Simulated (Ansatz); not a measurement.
Steps from a short run of molecular dynamics on a 2×2×1 supercell (12 atoms) of HfS2 (P-3m1), relaxed with r2SCAN+rVV10; forces from PBE in Ansatz 0.2.0, 3×3×2 mesh, Fermi-Dirac smearing of 0.020 eV, a Langevin thermostat at fixed volume, set at 200 K. Classical nuclei, no spin polarisation; a few dozen steps show the first response, not equilibrium.

Cell vectors in Å:
```
 7.2605  0.0000  0.0000
-3.6302  6.2878  0.0000
 0.0000  0.0000  5.8787
```

**Question.** At 6 fs the positions in Å are
```
Hf   0.005   0.001   0.008
S    1.819   1.066   4.420
S    0.016   2.080   1.440
Hf  -1.826   3.136  -0.005
S    0.008   4.203   4.428
S   -1.823   5.252   1.443
Hf   3.636   0.002   0.005
S    5.433   1.053   4.453
S    3.642   2.107   1.427
Hf   1.815   3.144  -0.010
S    3.614   4.179   4.461
S    1.820   5.253   1.452
```
What are the forces, and how far does the free energy (smearing included) lie above that of step 0, with the atoms on their sites?

**Answer.** 1.6 meV an atom; forces in eV/Å:
```
Hf   0.041   0.060  -0.064
S   -0.046  -0.147   0.083
S   -0.113   0.159   0.068
Hf   0.218   0.123   0.061
S   -0.080  -0.019   0.055
S    0.086  -0.086   0.032
Hf  -0.099  -0.100  -0.011
S    0.117  -0.020  -0.239
S   -0.073  -0.040   0.249
Hf  -0.164  -0.007   0.109
S    0.180   0.147  -0.324
S   -0.068  -0.069  -0.018
```

**Question.** At 9 fs the positions in Å are
```
Hf   0.008   0.002   0.012
S    1.819   1.073   4.410
S    0.025   2.073   1.441
Hf  -1.829   3.133  -0.007
S    0.010   4.208   4.420
S   -1.827   5.259   1.446
Hf   3.639   0.003   0.007
S    5.427   1.052   4.462
S    3.646   2.114   1.426
Hf   1.814   3.146  -0.015
S    3.606   4.170   4.470
S    1.820   5.258   1.461
```
What are the forces, and how far does the free energy (smearing included) lie above that of step 0, with the atoms on their sites?

**Answer.** 3.4 meV an atom; forces in eV/Å:
```
Hf   0.068   0.073  -0.080
S   -0.059  -0.199   0.178
S   -0.173   0.221   0.057
Hf   0.295   0.187   0.111
S   -0.112  -0.024   0.142
S    0.120  -0.144  -0.010
Hf  -0.166  -0.143   0.007
S    0.176  -0.008  -0.327
S   -0.103  -0.063   0.274
Hf  -0.236  -0.036   0.169
S    0.276   0.237  -0.432
S   -0.086  -0.100  -0.090
```

**Question.** At 12 fs the positions in Å are
```
Hf   0.010   0.003   0.015
S    1.815   1.078   4.399
S    0.035   2.068   1.440
Hf  -1.833   3.128  -0.009
S    0.014   4.215   4.412
S   -1.830   5.267   1.447
Hf   3.642   0.005   0.010
S    5.420   1.051   4.471
S    3.647   2.121   1.427
Hf   1.813   3.148  -0.018
S    3.600   4.162   4.476
S    1.816   5.261   1.469
```
What are the forces, and how far does the free energy (smearing included) lie above that of step 0, with the atoms on their sites?

**Answer.** 5.7 meV an atom; forces in eV/Å:
```
Hf   0.090   0.081  -0.098
S   -0.061  -0.234   0.273
S   -0.250   0.264   0.059
Hf   0.359   0.253   0.151
S   -0.149  -0.037   0.224
S    0.145  -0.206  -0.025
Hf  -0.236  -0.187   0.018
S    0.231   0.011  -0.417
S   -0.104  -0.090   0.286
Hf  -0.300  -0.066   0.192
S    0.357   0.316  -0.505
S   -0.081  -0.106  -0.159
```

**Question.** At 18 fs the positions in Å are
```
Hf   0.018   0.003   0.021
S    1.804   1.083   4.377
S    0.053   2.061   1.441
Hf  -1.845   3.120  -0.015
S    0.016   4.234   4.396
S   -1.835   5.281   1.448
Hf   3.646   0.009   0.016
S    5.408   1.047   4.487
S    3.646   2.130   1.424
Hf   1.810   3.151  -0.026
S    3.592   4.153   4.482
S    1.809   5.267   1.486
```
What are the forces, and how far does the free energy (smearing included) lie above that of step 0, with the atoms on their sites?

**Answer.** 11.3 meV an atom; forces in eV/Å:
```
Hf   0.083   0.110  -0.116
S   -0.048  -0.246   0.464
S   -0.370   0.338   0.027
Hf   0.514   0.385   0.199
S   -0.178  -0.114   0.398
S    0.173  -0.320  -0.025
Hf  -0.334  -0.321   0.028
S    0.340   0.055  -0.592
S   -0.117  -0.086   0.340
Hf  -0.455  -0.081   0.198
S    0.466   0.416  -0.600
S   -0.073  -0.136  -0.321
```

**Question.** At 24 fs the positions in Å are
```
Hf   0.026   0.002   0.025
S    1.788   1.085   4.352
S    0.068   2.061   1.442
Hf  -1.856   3.113  -0.021
S    0.014   4.253   4.385
S   -1.827   5.296   1.454
Hf   3.648   0.012   0.022
S    5.401   1.040   4.496
S    3.644   2.139   1.419
Hf   1.809   3.155  -0.032
S    3.587   4.148   4.481
S    1.808   5.273   1.501
```
What are the forces, and how far does the free energy (smearing included) lie above that of step 0, with the atoms on their sites?

**Answer.** 17.0 meV an atom; forces in eV/Å:
```
Hf   0.093   0.159  -0.114
S   -0.003  -0.216   0.677
S   -0.471   0.354  -0.019
Hf   0.662   0.485   0.210
S   -0.171  -0.192   0.518
S    0.105  -0.424  -0.067
Hf  -0.393  -0.434   0.005
S    0.424   0.136  -0.674
S   -0.121  -0.078   0.395
Hf  -0.595  -0.102   0.152
S    0.545   0.475  -0.627
S   -0.075  -0.164  -0.458
```

**Question.** At 27 fs the positions in Å are
```
Hf   0.031   0.002   0.027
S    1.782   1.086   4.344
S    0.071   2.061   1.441
Hf  -1.861   3.108  -0.024
S    0.012   4.261   4.382
S   -1.822   5.304   1.456
Hf   3.648   0.013   0.025
S    5.399   1.034   4.498
S    3.642   2.141   1.418
Hf   1.809   3.155  -0.033
S    3.586   4.147   4.479
S    1.808   5.278   1.505
```
What are the forces, and how far does the free energy (smearing included) lie above that of step 0, with the atoms on their sites?

**Answer.** 19.2 meV an atom; forces in eV/Å:
```
Hf   0.080   0.176  -0.126
S    0.017  -0.199   0.747
S   -0.493   0.369  -0.029
Hf   0.721   0.514   0.201
S   -0.168  -0.229   0.557
S    0.065  -0.484  -0.073
Hf  -0.396  -0.479  -0.023
S    0.448   0.188  -0.684
S   -0.109  -0.055   0.417
Hf  -0.646  -0.097   0.123
S    0.557   0.486  -0.615
S   -0.074  -0.191  -0.495
```
